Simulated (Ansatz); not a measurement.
Relaxing Sn

Theory: Ansatz, DFT PBEsol, scalar-relativistic, plane waves, PAW.

Sn was placed on the graphite structure type (P6_3/mmc, No. 194), at a guessed volume.

The final relaxation ran on this input, with the default PAW datasets:

```yaml
crystal:
  lattice:
    - [5.0472422083, 0.0, 0.0]
    - [-2.5236211041, 4.3710399714, 0.0]
    - [0.0, 0.0, 5.8693008873]
  atoms:
    - { symbol: Sn, position: [0.0, 0.0, 0.25] }
    - { symbol: Sn, position: [0.0, 0.0, 0.75] }
    - { symbol: Sn, position: [0.3333333333, 0.6666666667, 0.75] }
    - { symbol: Sn, position: [0.6666666667, 0.3333333333, 0.25] }
basis:
  ecutwfc: 420
kpoints:
  mp_grid: { grid: [12, 12, 8] }
hamiltonian:
  xc: pbesol
scf:
  occupations: { method: gaussian, width: 0.1 }
output:
  forces: true
  stress: true
  eigenvalues: true
relax:
  adjacent_minimum: "off"
  f_tol: 0.01
  max_steps: 80
  cell: { stress_tol: 0.05 }
```

It can be run as:

```bash
ansatz run input.yaml --threads 1 --pin off --backend cpu --events-out ev --progress --plain --runs-dir out  # memory cap (--max-ram) not shown
```

The program printed at the end:

```
SCF converged after 5 iterations
Free energy (F): -23797.894620 eV
Harris-Foulkes:  -23797.894620 eV  (|F-HF|=3.64e-12)
Internal energy: -23797.882622 eV  (E = F + TS)
E sigma→0 (E₀):  -23797.888621 eV
Entropy (-TS):   -0.011998 eV (-3.000 meV/atom)
Fermi energy:    8.304264 eV
--- Per-component energies (eV) ---
  E_band       = -465.333882
  E_kinetic    = 746.801036
  E_local      = -4209.449898  (includes V_loc(G=0)·N_el)
  E_nonlocal   = -122.482280
  E_hartree    = 2460.882160
  E_xc         = -1516.197564
  E_vxc        = -386.399951  (∫ρ·V_xc dr)
  E_paw        = -16258.345530  (= ΣΔE_a)
  E_vpaw       = -1415.567163  (= ΣTr[D̂ρ^β])
  E_aug_tail   = -0.000002  (compensation charges beyond the density's cutoff)
  E_ewald      = -4900.229903
  E_core_change = 1.139359  (= ΣΔE_core)
  E_smearing   = -0.011998  (= −TS)
  E_closure    = 0.000000  (closes the sum)
  Σ components = -23797.894620   (vs F -23797.894620, Δ=0.00e0)
--- Forces (eV/Å), atoms counted from 1 ---
  atom   1  Sn     0.00000000     0.00000000     0.00000000
  atom   2  Sn     0.00000000     0.00000000     0.00000000
  atom   3  Sn     0.00000000     0.00000000     0.00000000
  atom   4  Sn     0.00000000     0.00000000     0.00000000
  max |Σ_I F_I| component: 1.85e-17 eV/Å
--- Stress (GPa, compression-positive) ---
        0.021651       0.000000       0.000000
        0.000000       0.021651       0.000000
        0.000000       0.000000      -0.033171
  P = ⅓ Tr σ = 0.0034 GPa (0.034 kbar)
--- Relaxed structure (3 steps of the walk, 3 accepted, 1 SCFs on fresh bases) ---
  F+E_penalty+E_count = -23797.89461967 eV   max|allowed force component| = 5.782e-17 eV/Å   (the final SCF, on the basis selected at the relaxed cell)
  cell:  # Å, volume = 129.5254 Å³
    - [5.016270, 0.000000, 0.0]
    - [-2.508135, 4.344218, 0.0]
    - [0.0, 0.0, 5.943778]
  atoms:
    - { symbol: Sn, position: [0.000000, 0.000000, 0.250000] }
    - { symbol: Sn, position: [0.000000, 0.000000, 0.750000] }
    - { symbol: Sn, position: [0.333333, 0.666667, 0.750000] }
    - { symbol: Sn, position: [0.666667, 0.333333, 0.250000] }
```

Absolute energies hang on the potentials; compare differences alone.

The result has space group P6_3/mmc (No. 194). Sn on Wyckoff site b (2 atoms of the primitive cell) has 5 Sn at 2.90–2.97 Å; Sn on Wyckoff site d (2 atoms of the primitive cell) is coordinated by 3 Sn at 2.90 Å.

It lies 0.31 eV/atom above the element's standard state at the same level.

For metals, differences of a few meV/atom aren't resolved.

Symmetry constrained the relaxation, so the result can be a saddle point.